Question

Eight elements have been calculated in one and the same structure, body-centred cubic, without spin.

Ansatz 0.2.0, all-electron LAPW, LDA, scalar-relativistic, no spin: elements in the body-centred cubic structure (Im-3m), cells not relaxed at this level. Fermi-Dirac smearing is 0.03 to 0.08 eV, k points times cell edge 33 to 53 Å, target basis error 0.25 to 1 meV/atom. Free atoms are spherical and spin-unpolarised; pressure is positive in compression.

```
element   Z  group  period                    cell  volume (Å³/atom)  shortest distance from M (Å)  energy less free atoms (eV/atom)  pressure (GPa)
      B   5     13       2        relaxed with PAW             6.144                          2.00                             -5.74            -8.4
      C   6     14       2        relaxed with PAW             6.640                          2.05                             -5.77           -11.5
     Al  13     13       3        relaxed with PAW             16.94                          2.80                             -4.08            -2.9
     Ti  22      4       4     measured cell (COD)             17.68                          2.84                             -7.38           -10.6
     Rh  45      9       5        relaxed with PAW             14.47                          2.66                             -8.28           -15.5
     Sn  50     14       5        relaxed with PAW             27.57                          3.30                             -4.40            -3.9
     Ta  73      5       6  Materials Project cell             18.13                          2.87                            -10.77           -10.1
      W  74      6       6     measured cell (COD)             16.30                          2.77                            -12.59           -16.3
```

The column "energy less free atoms" is negative for a bound solid; call its size the binding. A simple rule says that the binding is one constant for the s and p electrons, plus a d term proportional to N(10 − N). Here N is the number of d electrons that take part in bonding, set to the group number less one for Ti, Rh, Ta and W. The other four rows have no d term.

(a) Why should such a rule hold? (b) Which rows break it, and by how much? (c) Can unequal widths of the d band explain the breaks? Test this with about 6.1 eV for Ti, read from the bands of the same calculation, and the rough recalled values 7 eV for Rh and 11 eV for Ta and W.

Model answer

(a) Start with two hydrogen atoms. Their two electrons fill the bonding level and the atoms hold together; two helium atoms must fill the antibonding level as well, and the bond is lost. A d band does the same with many levels: the first five electrons per atom go into the bonding half, the next five undo the gain. The comparison covers the d electrons only. Tin has a full 4d shell deep below the Fermi level, yet the solid is bound, by its s and p electrons.

To turn this into a formula, spread the ten d states evenly over a band of width w centred on the atomic level. N electrons fill it from the bottom up to the fraction N/10, so their mean energy is −(w/2)(1 − N/10). Multiplied by N, this gives

band energy = −w N(10 − N)/20

The atoms also repel each other when their shells overlap. In a common tight-binding argument the band energy grows as 1/d⁵ when the distance d shrinks, and the repulsion as 1/d¹⁰. Where the two forces balance, the repulsion has eaten half of the band energy. What remains is

binding = E₀ + w N(10 − N)/40

with E₀ for the s and p electrons. The simple rule is this formula with the same w for every d metal.

(b) The d term is plainly needed: the four d metals bind by 9.8 eV per atom on average, the other four elements by 5.0 eV. Fitted to all eight rows, the simple rule places six of them within 0.9 eV. Two rows break it, in opposite directions. For Ti it gives 2.4 eV too much, about a third of that metal's binding; for W it gives 1.9 eV too little, about 15 % of the binding.

(c) The suspect is the assumption of one width. The fit needs a common width of 9.3 eV, while the d band of Ti is only 6.1 eV wide. The 3d shell is compact and overlaps little with its neighbours, so each bonding electron gains less. The large 5d shells of Ta and W overlap strongly and make a wide band. Filling tells how many electrons bond; width tells what each of them earns.

Now give each metal its own width and fit only E₀, again to all eight rows. It comes out as 4.95 eV. For Ti, with N = 3,

binding = 4.95 + 6.06 × 3 × 7/40 = 4.95 + 3.18 = 8.13 eV

The table has 7.38 eV. The estimate is 10 % too high, where the simple rule was off by a third. Ti was one of the fitted rows, so this is a description and not a prediction.

Over all eight rows the typical (root-mean-square) miss falls from 1.2 to 0.75 eV, although the new model has one fitted constant fewer; the four widths are put in, not fitted. No row is now off by more than 0.9 eV, on a range of 8.5 eV from Al to W. Within this model the break at Ti is mainly a matter of its narrow band, and a wide band accounts for part of the break at W. The output below compares the two models row by row.

Remarks on the reasoning

A good answer checks the cause on rows that did not ask for it. Rh also has a narrow band, because the 4d shell shrinks towards the end of its row, and Ta also has a wide one, yet both obeyed the simple rule rather well. With their own widths both get worse: the miss grows from 0.3 to 0.6 eV for Rh and from 0.3 to 0.8 eV for Ta. What the width explains is the contrast between the pairs: the simple rule overrates Ti and Rh by 1.35 eV on average and underrates Ta and W by 1.1 eV, and the separate widths remove most of both. Within each pair a difference is left over.

In the first pair, the refined model still puts Ti 0.4 eV above Rh, while the table has Rh 0.9 eV above Ti. One possible reason, a guess, is the count of d electrons. In a metal the s and d states mix, and N need not be a whole number. With half an electron fewer, Ti has 2.5 and Rh 7.5; the product N(10 − N) is then the same for both, and the wider band of Rh puts it ahead. The order comes out right, but the shift of half an electron was chosen, not calculated. Another candidate, also untested, is the cost of preparing the atom: a free Ti atom has two s electrons, and moving about one of them into the d shell can take energy, whereas a free Rh atom has only one s electron from the start.

In the second pair, W binds 1.8 eV more than Ta, and the model yields only 0.3 eV of this. A parabola is flat near its top, so one more electron can hardly matter there. The even spread of the d states may be to blame. In a body-centred cubic metal they have a valley near the middle of the band, so just below half filling an added electron still enters bonding states and can gain more than the parabola allows. The free atoms may contribute as well: atoms of Ta and W hold two s electrons, the solid only about one per atom, and moving the other into the d shell may cost less in W than in Ta. Neither cause is tested here, and the calculation leaves out spin-orbit coupling, which is strong in both metals. The steep rise from Ta to W should not be quoted as evidence for the parabola.

The factor of one half deserves a critical look, because the 9.3 eV of the common width depends on it. If the strength of the d term is left free, the fit returns 0.99 ± 0.11 times the assumed value. The table thus agrees with the factor, but three of the four widths are rough and the repulsion law is borrowed from theory. The contrast in width does not depend on this factor: with the rough values used here, a 5d band is nearly twice as wide as that of Ti. The negative pressures show that the cells are somewhat larger than this level of theory prefers, so the forces are not exactly in balance; for the d metals this involves less than 0.1 eV, as estimated with roughly recalled bulk moduli.

The constant E₀ is a mean over unlike cases: a d metal brings about one s electron per atom, the other rows three or four s and p electrons. B and C, with short distances and compact 2p shells, bind by 5.74 and 5.77 eV; Al and Sn, with larger atoms, by only 4.08 and 4.40 eV. E₀ also absorbs some of the overbinding that is usual for the local density approximation. Nor should the carbon row be read as diamond: each atom here has eight neighbours at 2.05 Å.

Finally, the zero of energy matters. The free atoms are spherical and have no spin, whereas a real atom with a half-filled shell lowers its energy by aligning its spins. This atomic gain reduces the measured cohesion most in the middle of a d row and can carve a dip there. Unpolarised atoms remove the dip, which suits a test of the parabola but makes these numbers too large for heats of sublimation. Besides, only Ta and W are body-centred cubic under ordinary conditions, so the order of the rows is not that of the elements in their usual forms. The contrast between W and Al, 8.5 eV, is well beyond such corrections. The order of B and C, only 0.03 eV apart, carries no such weight.

The analysis program printed:

```
fit of Eb on 8 rows: constant 4.877 +/- 0.69, coefficient of filling 0.2325 +/- 0.045; rms 1.22, worst Ti 2.38, leave-one-out rms 1.67
fit of rest on 8 rows: constant 4.949 +/- 0.28; rms 0.745, worst Al 0.869, leave-one-out rms 0.851
fit of Eb on 8 rows: constant 4.976 +/- 0.4, coefficient of net 0.9888 +/- 0.11; rms 0.744, worst Al 0.896, leave-one-out rms 1.05
Binding and models in eV per atom:
  row  binding  N(10-N)  d width  net d bond  remainder  common miss  own miss
    B     5.74        0        0           0       5.74      -0.8631   -0.7908
    C     5.77        0        0           0       5.77      -0.8931   -0.8208
   Al     4.08        0        0           0       4.08       0.7969    0.8692
   Ti     7.38       21    6.059       3.181      4.199        2.379    0.7504
   Rh     8.28       16      6.9        2.76       5.52       0.3168   -0.5708
   Sn      4.4        0        0           0        4.4       0.4769    0.5492
   Ta    10.77       24       11         6.6       4.17      -0.3132    0.7792
    W    12.59       25       11       6.875      5.715       -1.901   -0.7658
Common d band width implied by the simple pattern (eV): 9.3
Ti d band width read from its bands (eV): 6.059
Part of the Ti miss explained by its narrower band (eV): 1.701
Mean binding of the four d metals (eV/atom): 9.755
Mean binding of the four s-p elements (eV/atom): 4.998
Binding of Rh less Ti in the table (eV/atom): 0.9
Binding of Rh less Ti in the refined model (eV/atom): -0.4212
Binding of W less Ta in the table (eV/atom): 1.82
Binding of W less Ta in the refined model (eV/atom): 0.275
Rms miss of the refined model with half a d electron fewer (eV/atom): 0.6528
Largest energy at stake in the cell size of a d metal (eV/atom): 0.05636
```
